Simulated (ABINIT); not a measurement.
AlN:

```
CELL_PARAMETERS angstrom
3.11300 0.00000 0.00000
-1.55650 2.69594 0.00000
0.00000 0.00000 4.98100
ATOMIC_POSITIONS crystal
Al 0.33333 0.66667 0.00000
Al 0.66667 0.33333 0.50000
N 0.33333 0.66667 0.38000
N 0.66667 0.33333 0.88000
```

| Quantity | Value |
| --- | --- |
| Program | ABINIT 10.8.3 (patched build) |
| Task | relaxation of cell and atoms |
| Functional | LDA |
| Potentials or basis | PseudoDojo NC SR LDA v0.4.1 standard |
| Cutoff | 1143 eV |
| k mesh | 8 × 8 × 5 |
| Occupations | fermi-dirac, width 0.05 eV |
| Spin | no spin polarisation |

At the start: pressure -5.8 GPa; volume 10.45 Å³/atom.

Task: Where does the relaxation end?

Result: Over 6 steps the energy falls by 5.9 meV/atom and the volume is 10.15 Å³/atom (-2.9 %); space group P6_3mc (No. 186, to 0.05 Å).

Step by step:
| step | energy change (eV) | largest force (eV/Å) | pressure (GPa) | volume (Å³) |
| --- | --- | --- | --- | --- |
| 1 | 0.0000 | 0.1142 | -5.82 | 41.80 |
| 2 | -0.0198 | 0.0737 | -2.34 | 41.06 |
| 3 | -0.0235 | 0.0336 | 0.10 | 40.58 |
| 4 | -0.0236 | 0.0288 | 0.03 | 40.59 |
| 5 | -0.0238 | 0.0018 | -0.08 | 40.61 |
| 6 | -0.0238 | 0.0012 | -0.03 | 40.60 |

Final structure:
```
Al N
1.0
     3.08226    0.00000    0.00000
    -1.54113    2.66932    0.00000
     0.00000    0.00000    4.93415
Al N
2 2
Direct
  0.33333 0.66667 0.99902
  0.66667 0.33333 0.49902
  0.33333 0.66667 0.38098
  0.66667 0.33333 0.88098
```
